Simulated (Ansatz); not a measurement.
## CdS

Level of theory: DFT, PBE, scalar-relativistic, no spin polarisation; plane waves to 420 eV with PAW datasets (Ansatz 0.2.0), Γ-centred 10×10×10 mesh, 0.05 eV Gaussian smearing. The datasets are Ansatz's generated set soft_2.

```cif
data_structure
_symmetry_space_group_name_H-M 'F-43m'
_symmetry_Int_Tables_number 216
_cell_length_a 5.9267
_cell_length_b 5.9267
_cell_length_c 5.9267
_cell_angle_alpha 90.000
_cell_angle_beta 90.000
_cell_angle_gamma 90.000
_cell_volume 208.18
loop_
_atom_site_label
_atom_site_type_symbol
_atom_site_symmetry_multiplicity
_atom_site_Wyckoff_symbol
_atom_site_fract_x
_atom_site_fract_y
_atom_site_fract_z
_atom_site_occupancy
Cd1 Cd 4 a 0.00000 0.00000 0.00000 1
S1 S 4 c 0.25000 0.25000 0.25000 1
```

The chain of runs began from a cell as deposited in COD, expanded in volume. Of that entry: the entry's cell lengths or inner coordinates differ somewhat from later room-temperature determinations.

The run used a cell of 2 atoms; the mesh refers to it.

* Volume: 26.02 Å³/atom
* Band gap: 1.04 eV
* Smallest direct gap: 1.04 eV
* Formation energy from the elements (0 K, uncorrected): -0.66 eV/atom
* Bulk modulus (Birch–Murnaghan): 53 GPa
* Pressure derivative B0′: 4.6

(1) Fill in the Bader charges (PBE).

Answer:

(1) Cd 0.85; S -0.85 e.

Within 0.6 eV of the edges the projected states are 93 % S 3p at the top of the valence band and 62 % Cd 5s at the bottom of the conduction band. Crossing the gap moves an electron from the anion's filled p shell to the metal's empty orbitals, as in polar semiconductors.

Bader charges against formal ones: Cd +0.85 (+2), S −0.85 (−2). The cations give up 43 % of the formal charge; Bader charges stay under formal ones because the anions' density reaches into the cations' basins, the more so the higher the formal charge and the softer the anion.

**The experiment.** The Crystallography Open Database holds a cell as deposited of cubic CdS (space group F-43m), temperature not stated (1961): a = 5.833 Å, 24.81 Å³/atom.

**Against experiment.** PBE gives 5.927 Å and 26.02 Å³/atom, +4.9 % in volume (+1.6 % in length) from the database's cell. PBE usually overestimates volumes by a few per cent. The static lattice also lacks zero-point motion and thermal expansion, roughly 0.9 to 2.2 % in volume at 300 K (room temperature assumed) by Grüneisen's rule, γ·3k_BT/(B0·V0) with γ of 1 to 2.5, so its own overestimate is larger than the figure.

Kohn–Sham gaps of semilocal functionals lie under measured ones, often by a third or more.
